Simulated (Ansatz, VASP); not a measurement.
This is a calculation of CuAu for Ansatz 0.2.0.

input.yaml

```yaml
crystal:
  lattice:
    - [2.7533711214, 0.0, 0.0]
    - [0.0, 2.7533711214, 0.0]
    - [0.0, 0.0, 3.6097748106]
  atoms:
    - { symbol: Au, position: [0.0, 0.0, 0.0] }
    - { symbol: Cu, position: [0.5, 0.5, 0.5] }
hamiltonian:
  xc: pbesol
  pseudopotentials: { kind: paw }
kpoints:
  mp_grid: { grid: [9, 9, 7] }
scf:
  occupations: { method: fermi_dirac, width: 0.05 }
output:
  forces: true
  stress: true
  eigenvalues: true
```

Potentials or basis: Ansatz PAW.

Run with:

```console
$ ansatz run input.yaml --threads 1 --pin off --max-ram 3584MiB --backend cpu --events-out ev --progress --plain --runs-dir out
```

Task: Translate it to VASP 6.6.1. Potentials there: VASP PAW PBE potentials, release 64 (Au, Cu).

Result: As run (the cutoff follows the program's own potentials):

INCAR

```
PREC = Accurate ; ENCUT = 520
EDIFF = 1E-7 ; ISMEAR = -1
SIGMA = 0.05 ; LREAL = False
LASPH = True ; NELM = 60
ALGO = Normal ; ISIF = 2
LWAVE = False ; LCHARG = False
GGA = PS ; NBANDS = 18
```

KPOINTS

```
regular mesh
0
Gamma
  9 9 7
```

Contents of POSCAR:

```
CuAu
1.0
    2.7533711214      0.0000000000      0.0000000000
    0.0000000000      2.7533711214      0.0000000000
    0.0000000000      0.0000000000      3.6097748106
Au Cu
1 1
Direct
    0.0000000000      0.0000000000      0.0000000000
    0.5000000000      0.5000000000      0.5000000000
```

Potentials or basis: VASP PAW PBE potentials, release 64 (Au, Cu).

Launch:

```sh
$ cat potpaw_PBE.64/Au/POTCAR potpaw_PBE.64/Cu/POTCAR > POTCAR
$ mpirun -np 1 vasp_std > vasp.out
```

Both were run:

|  | VASP | Ansatz | Ansatz less VASP |
| --- | --- | --- | --- |
| gap on the k mesh at the Fermi level (eV) | none | none | - |
| pressure (GPa) | 7.2 | 7.2 | +0.03 |
| largest component of the traceless stress (GPa) | 0.73 | 0.79 | +0.059 |

A gap of «none» marks a metal or a gap that the smearing closes. The two sets of potentials don't hold the same shells in valence.

Caveats: the PAW data sets were made with another functional, which shifts forces and pressure a little (VASP); the PAW data sets come from PBE, with cores solved anew for the run's functional, which leaves a small shift of forces and pressure (Ansatz). The runs have no spin-orbit coupling, so splittings on Au are missing.
